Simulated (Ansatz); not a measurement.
**Ti (Titanium): a single-point run**

Aim: a sound single-point run of Ti (Titanium). The structure is shown as the input types it.

Computed with Ansatz 0.2.0 (DFT, PBE, all-electron LAPW, scalar-relativistic, unless a step's input says otherwise).

## Step 1: The starting structure

Symmetry: P6_3/mmc, No. 194, hexagonal system. The conventional cell has a = 2.950 Å, b = 2.950 Å, c = 4.680 Å, α = 90.00°, β = 90.00°, γ = 120.00°. Ti (site symmetry -6m2) has 12 Ti at 2.89 to 2.95 Å as nearest neighbours.

Coordinates:

```cif
data_structure
_symmetry_space_group_name_H-M 'P6_3/mmc'
_symmetry_Int_Tables_number 194
_cell_length_a 2.9500
_cell_length_b 2.9500
_cell_length_c 4.6800
_cell_angle_alpha 90.000
_cell_angle_beta 90.000
_cell_angle_gamma 120.000
_cell_volume 35.27
loop_
_atom_site_label
_atom_site_type_symbol
_atom_site_symmetry_multiplicity
_atom_site_Wyckoff_symbol
_atom_site_fract_x
_atom_site_fract_y
_atom_site_fract_z
_atom_site_occupancy
Ti1 Ti 2 c 0.33333 0.66667 0.25000 1
```

## Step 2: The calculation

File input.yaml:

```yaml
crystal:
  lattice:
    - [2.95, 0.0, 0.0]
    - [-1.475, 2.5547749412, 0.0]
    - [0.0, 0.0, 4.68]
  atoms:
    - { symbol: Ti, position: [0.3333333333, 0.6666666667, 0.25] }
    - { symbol: Ti, position: [0.6666666667, 0.3333333333, 0.75] }
kpoints:
  mp_grid: { grid: [13, 13, 7] }
scf:
  occupations: { method: fermi_dirac, width: 0.05 }
  lower_state_search: "off"
  convergence: { dr2_threshold: 1.0e-20 }
  max_iter: 60
hamiltonian:
  xc: pbe
  pseudopotentials: { kind: all_electron, lapw: { basis_error: 0.001 } }
output:
  forces: true
  stress: true
  eigenvalues: false
  populations: true
```

The run is started by

```
$ ansatz run input.yaml --threads 1 --pin off --max-ram 3072MiB --backend cpu --events-out ev --progress --plain --runs-dir out
```

What happens when this is run?

This run ends as converged. Convergence says nothing about whether the input makes sense.

The suspect setting: scf.convergence.dr2_threshold is 1.0e-20. The risk: threshold needlessly tight. Once met, so tight a threshold does no harm; it costs cycles.

To check: delete scf.convergence.dr2_threshold (the default then holds).
